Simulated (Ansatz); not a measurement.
BN (zincblende): a one-shot G0W0 calculation in the PAW code Ansatz (G0W0@PBE with 64 empty bands, a screening cutoff of 180 eV and an 8×8×8 mesh). Cell and atoms come from a relaxation with r2SCAN.

Input (YAML):
```yaml
crystal:
  lattice:
    - [0.0, 1.804825465, 1.804825465]
    - [1.804825465, 0.0, 1.804825465]
    - [1.804825465, 1.804825465, 0.0]
  atoms:
    - { symbol: B, position: [0.0, 0.0, 0.0] }
    - { symbol: "N", position: [0.25, 0.25, 0.25] }
kpoints:
  mp_grid: { grid: [8, 8, 8] }
hamiltonian:
  xc: pbe
scf:
  occupations: { method: fixed }
gw:
  n_empty_bands: 64
  ecut_chi: 180
  qp_bands: [v2, c2]
  qp_kpoints: band_edges
  screening: { model: godby_needs }
```

Wall time 67 s on 1 × NVIDIA H100 80GB HBM3 with 2 threads of AMD EPYC 7R13 Processor (Zen 3) (shared host), load about 1.6 per core; peak host memory 1.3 GiB.

Output, abridged:
```
Functional definition: PBE
Crystal: 2 atoms, lattice volume = 11.758 Å³
Basis set: ecut = 420 eV, 259 PW (Γ)
Bands: 8, of which v1, the nominal top of the filled ones, is band 4 counted from 1 (3 counted from 0)
Symmetry: 24 space group operations
Space group: F-43m (ITA 216)
k-points: 29 of 512 (time reversal used)
Free energy (F): -542.273384 eV
Fermi energy:    11.251394 eV
--- G₀W₀: ω_p = 30.6291 eV, 512 q-points, 64 empty bands' worth ---
    ik  band        ε_KS         Σx   Σc(E_QP)       V_xc       Z   E_QP_lin       E_QP  E_QP is
     0     3     11.2514   -22.8744     2.7061   -19.3036  0.8277    10.3845    10.3868  root
     0     4     11.2514   -22.8744     2.7061   -19.3036  0.8277    10.3845    10.3868  root
     0     5     20.1034    -7.9682    -5.4345   -14.6971  0.8424    21.4037    21.3978  root
     0     6     20.1034    -7.9682    -5.4345   -14.6971  0.8424    21.4037    21.3978  root
     1     3     10.8707   -22.7081     2.7691   -19.0376  0.8274     9.9668     9.9694  root
     1     4     10.8707   -22.7081     2.7691   -19.0376  0.8274     9.9668     9.9694  root
     1     5     20.4761    -8.7975    -5.4778   -15.4723  0.8395    21.6783    21.6731  root
     1     6     20.6760    -8.0722    -5.5667   -14.9775  0.8399    22.0212    22.0146  root
     2     3     10.1193   -22.5672     2.9418   -18.6495  0.8262     9.1401     9.1433  root
     2     4     10.1193   -22.5672     2.9418   -18.6495  0.8262     9.1401     9.1433  root
     2     5     20.9399    -9.4911    -5.5670   -16.1739  0.8369    22.0606    22.0558  root
     2     6     21.6273    -8.0204    -5.7886   -15.1980  0.8367    23.0239    23.0163  root
     3     3      9.5199   -22.5737     3.1071   -18.4301  0.8248     8.4797     8.4834  root
     3     4      9.5199   -22.5737     3.1071   -18.4301  0.8248     8.4797     8.4834  root
     3     5     21.3094    -9.9325    -5.6186   -16.6213  0.8355    22.3841    22.3796  root
     3     6     21.9921    -7.7678    -5.8100   -14.9342  0.8376    23.3557    23.3484  root
     4     3      9.3022   -22.5950     3.1711   -18.3655  0.8242     8.2398     8.2437  root
     4     4      9.3022   -22.5950     3.1711   -18.3655  0.8242     8.2398     8.2437  root
     4     5     21.4472   -10.0973    -5.6337   -16.7851  0.8351    22.5056    22.5013  root
     4     6     21.9965    -7.6488    -5.7715   -14.7467  0.8389    23.3298    23.3229  root
     5     3     10.1361   -22.3722     2.8833   -18.5195  0.8268     9.1636     9.1667  root
     5     4     10.1361   -22.3722     2.8833   -18.5195  0.8268     9.1636     9.1667  root
     5     5     19.4309    -8.1182    -5.2919   -14.5583  0.8444    20.5837    20.5792  root
     5     6     21.6405    -8.3923    -5.7476   -15.5520  0.8357    23.0604    23.0527  root
    11     3      9.1014   -22.1100     3.0887   -17.9444  0.8252     8.0205     8.0246  root
    11     4     10.8099   -22.8093     2.8126   -19.0872  0.8270     9.8977     9.9003  root
    11     5     20.9429    -7.8634    -5.7063   -14.9335  0.8385    22.3138    22.3067  root
    11     6     21.0824    -8.8873    -5.5846   -15.6654  0.8375    22.2811    22.2758  root
    12     3      8.2274   -22.1601     3.3384   -17.6696  0.8228     7.0702     7.0752  root
    12     4      8.2274   -22.1601     3.3384   -17.6696  0.8228     7.0702     7.0752  root
    12     5     18.0729    -8.1593    -5.0247   -14.1320  0.8481    19.0239    19.0209  root
    12     6     22.8392    -8.5258    -5.8238   -15.4830  0.8357    23.9779    23.9726  root
    17     3      6.8238   -22.2216     3.7083   -17.2362  0.8187     5.5400     5.5468  root
    17     4      6.8238   -22.2216     3.7083   -17.2362  0.8187     5.5400     5.5468  root
    17     5     16.4704    -8.0569    -4.7117   -13.5265  0.8527    17.2299    17.2282  root
    17     6     21.1092    -7.8175    -5.2747   -13.9834  0.8495    22.0032    22.0004  root
  […]
```

The points are ik 0 = (0, 0, 0) (Γ), ik 1 = (0, 0, 1/8), ik 2 = (0, 0, 1/4), ik 3 = (0, 0, 3/8), ik 4 = (0, 0, -1/2), ik 5 = (0, 1/8, 1/8), ik 11 = (0, 1/8, -1/8), ik 12 = (0, 1/4, 1/4), ik 17 = (0, 3/8, 3/8), ik 20 = (0, -1/2, -1/2), ik 23 = (1/8, 1/4, -3/8); band 4 is the last filled one.

Over the mesh points the PBE gap of 4.48 eV becomes a quasiparticle gap of 6.02 eV (Γ to k = (0, -1/2, -1/2)), a change of +1.54 eV. Renormalisation factors Z lie between 0.82 and 0.85. No extrapolation in bands, cutoff or mesh was made for G0W0.

Spin-unpolarised throughout; all numbers are computed.
